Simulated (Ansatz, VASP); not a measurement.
**One calculation of W, two programs**

```
W
1.0
     0.00000    2.03000    2.03000
     2.03000    0.00000    2.03000
     2.03000    2.03000    0.00000
W
1
Direct
  0.00000 0.00000 0.00000
```

Alike in both runs: functional PBEsol; k mesh 11 × 11 × 11; occupations fermi-dirac, width 0.05 eV; no spin polarisation.

|  | VASP | Ansatz |
| --- | --- | --- |
| version | VASP 6.6.1 | Ansatz 0.2.0 |
| potentials or method | VASP PAW PBE potentials, release 64 (W_sv), cutoff 520 eV | all-electron LAPW, scalar-relativistic |
| task | single point | band structure |

Ansatz gave:

| Property | Result |
| --- | --- |
| gap on the k mesh at the Fermi level (eV) | none |
| pressure (GPa) | -12.6 |

Q: Which values does VASP return?

A: gap on the k mesh at the Fermi level (eV): none; pressure (GPa): -12.3.

A gap of «none» marks a metal or a gap that the smearing closes. Ansatz ran all-electron here, so the differences hold the error of VASP's frozen core and of both bases.

Caveats: the PAW data sets were made with another functional, which shifts forces and pressure a little (VASP); spin-orbit coupling is left out, which moves the levels of the heavy elements (Ansatz). Spin-orbit coupling is left out, which matters for the levels of W.
